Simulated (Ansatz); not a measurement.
Start from CdF2 in the fluorite structure (space group Fm-3m, No. 225).

```
CdF2
1.0
    0.00000     2.69198     2.69198
    2.69198     0.00000     2.69198
    2.69198     2.69198     0.00000
Cd F
1 2
Direct
  0.00000   0.00000   0.00000
  0.25000   0.25000   0.25000
  0.75000   0.75000   0.75000
```

Cartesian axes are those of the cell as printed.

Computed with PBEsol (Ansatz, an electronic-structure program), no SOC.

Perturbation: every lattice vector is stretched by 2.00 %, atoms relaxed at fixed cell.

Problem. Predict the stress tensor and what it implies for the stiffness.

Solution. Stress of the strained cell less that of the base (GPa, compression positive):
```
  -5.57    0.00    0.00
   0.00   -5.57    0.00
   0.00    0.00   -5.57
```

Then B = −ΔP/(ΔV/V₀) with ΔV/V₀ = 0.0612 gives secant stiffness values (nonlinear terms included at this strain): B ≈ 91 GPa.

As a check, the harmonic strain energy −½ V₀ Δσ:ε is 14 meV/atom; the computed energy rise is 15 meV/atom.

Stability against distortions was not tested.
